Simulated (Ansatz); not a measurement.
Runs of Ansatz 0.2.0 on TiB2. It takes space group P6/mmm (No. 191, hexagonal). The conventional cell has a = 3.029 Å, b = 3.029 Å, c = 3.228 Å, α = 90.00°, β = 90.00°, γ = 120.00°. Around Ti (site symmetry 6/mmm) lie 12 B at 2.38 Å. Around B (site symmetry -6m2) lie 3 B at 1.75 Å. 

```csv
task,level,cell,smearing,gap on the mesh (eV),pressure (GPa),relaxed volume (Å³/atom)
single point,PBE,as given,gaussian 0.025 eV,none,0.3,-
relaxation of cell and atoms,BLYP,relaxed,fermi-dirac 0.05 eV,-,0.0,(a)
relaxation of cell and atoms,PBE+D3(BJ),relaxed,fermi-dirac 0.05 eV,-,0.0,8.29
single point,PBE,as given,gaussian 0.023 eV,none,0.3,-
single point,PBE,as given,gaussian 0.016 eV,none,0.3,-
single point,PBE,as given,gaussian 0.015 eV,none,0.3,-
single point,PBE,as given,gaussian 0.017 eV,none,0.3,-
single point,PBE,as given,gaussian 0.028 eV,none,0.3,-
```

Alike in all rows: potentials or basis Ansatz PAW; no spin polarisation; k mesh 10 × 10 × 8; cutoff (eV) 420.

Estimate the missing entries.

(a) 8.80.

Caveats: the plane-wave basis is chosen anew once the cell has moved, so the energies of steps on either side of that aren't comparable (some runs); the PAW data sets come from PBE, with cores solved anew for the run's functional, which leaves a small shift of forces and pressure (some runs).

A gap of «none» marks a metal or a gap under the smearing width.
